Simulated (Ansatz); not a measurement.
# HfSiO4: the cost of one run

Method: DFT PBE, scalar-relativistic, plane waves, PAW, in Ansatz 0.2.0.

3 further runs of the same task are left out: 3 set aside as unsound or not needed. Runs told in other sessions of the task aren't counted.

## (1) Starting point

The cell holds 36 atoms (Hf5O24Si6Yb): a = 6.645 Å, b = 6.645 Å, c = 10.173 Å, α = 109.06°, β = 109.06°, γ = 90.00°.

The coordinates of this cell stand in the input of its own run.

The host was relaxed before at PBE: a = 6.645 Å, b = 6.645 Å, c = 6.015 Å, α = 90.00°, β = 90.00°, γ = 90.00° (conventional cell), 11.066 Å³/atom.

Places, in fractions of the supercell: Yb in place of Hf at (0.000, 1.000, 0.000). The start keeps the symmetry of the ideal site.

## (2) Band edges of the host over the zone

The input, input.yaml:

```yaml
crystal:
  lattice:
    - [-3.322452518, 3.322452518, 3.0074739819]
    - [3.322452518, -3.322452518, 3.0074739819]
    - [3.322452518, 3.322452518, -3.0074739819]
  atoms:
    - { symbol: Hf, position: [0.0, 0.0, 0.0] }
    - { symbol: Hf, position: [0.75, 0.25, 0.5] }
    - { symbol: Si, position: [0.25, 0.75, 0.5] }
    - { symbol: Si, position: [0.5, 0.5, 0.0] }
    - { symbol: O, position: [0.1347298301, 0.3189388944, 0.8157909357] }
    - { symbol: O, position: [0.0689388944, 0.7531479587, 0.6842090643] }
    - { symbol: O, position: [0.0689388944, 0.3847298301, 0.3157909357] }
    - { symbol: O, position: [0.5031479587, 0.3189388944, 0.1842090643] }
    - { symbol: O, position: [0.6810611056, 0.4968520413, 0.8157909357] }
    - { symbol: O, position: [0.6152701699, 0.9310611056, 0.6842090643] }
    - { symbol: O, position: [0.2468520413, 0.9310611056, 0.3157909357] }
    - { symbol: O, position: [0.6810611056, 0.8652701699, 0.1842090643] }
basis:
  ecutwfc: 420
  xc_grid: 2
kpoints:
  mp_grid: { grid: [6, 6, 6] }
  band_path: { path: [VBM, CBM], npoints: 2 }
hamiltonian:
  xc: pbe
scf:
  occupations: { method: gaussian, width: 0.02 }
output:
  forces: true
  stress: true
  eigenvalues: true
```

Command:

```bash
> ansatz run input.yaml --threads 8 --pin off --max-ram 16384MiB --backend cpu --events-out ev --progress --plain --runs-dir out
```

Q: Estimate wall time and peak memory on 8 threads of Arm Neoverse V2, shared host.

About 9.2 s, with a peak of 0.8 GiB.
